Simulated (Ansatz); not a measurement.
CdSe: what the electron mass says about interband coupling

Method: Ansatz 0.2.0, DFT PBE, scalar-relativistic, plane waves, PAW.

Plane waves to 420 eV, a k mesh through Γ of 10×10×10 on the computed 2-atom cell and Gaussian smearing (0.02 eV); no spin polarisation.

Relaxed cell: F-43m, a = 6.197 Å, b = 6.197 Å, c = 6.197 Å, α = 90.00°, β = 90.00°, γ = 90.00°, 2 atoms in the primitive cell. This zinc-blende form isn't the usual stable structure of the compound.

The direct gap at Γ is 0.494 eV, and at Γ the conduction band has a mass of 0.0541 mₑ and the lightest hole 0.0558 mₑ, both along x.

Use two-band k·p theory to get the Kane energy. As an exercise, what mass follows if the true gap is 1.5 times the computed one (semilocal functionals can miss by more, threefold or worse in zinc and cadmium oxides)?

Coupling to the valence top alone gives mₑ/m* = 1 + E_P/E_g, so E_P = E_g (mₑ/m* − 1) = 0.494 × (18.48 − 1) = 8.6 eV. The light hole is the mirror band, mₑ/mₗₕ = E_P/E_g − 1, and gives 9.4 eV; the spread shows what other bands add. Fits to experiment give about 15 to 31 eV for common tetrahedral semiconductors; the figure from the electron is a net one, lowered by higher conduction bands, and semilocal functionals tend to give less. The masses are differences over ±0.02 1/Å, where the band is already less curved, so E_P is about 5 % low. With E_P fixed and E_g = 0.74 eV the mass becomes 0.079 mₑ: in this model the mass grows with the gap, in proportion where E_P ≫ E_g, which is why functionals that close gaps give light electrons. A correction that opens the gap also strengthens the coupling, so the true mass usually rises less. Remote bands and spin-orbit splitting are left out of the model.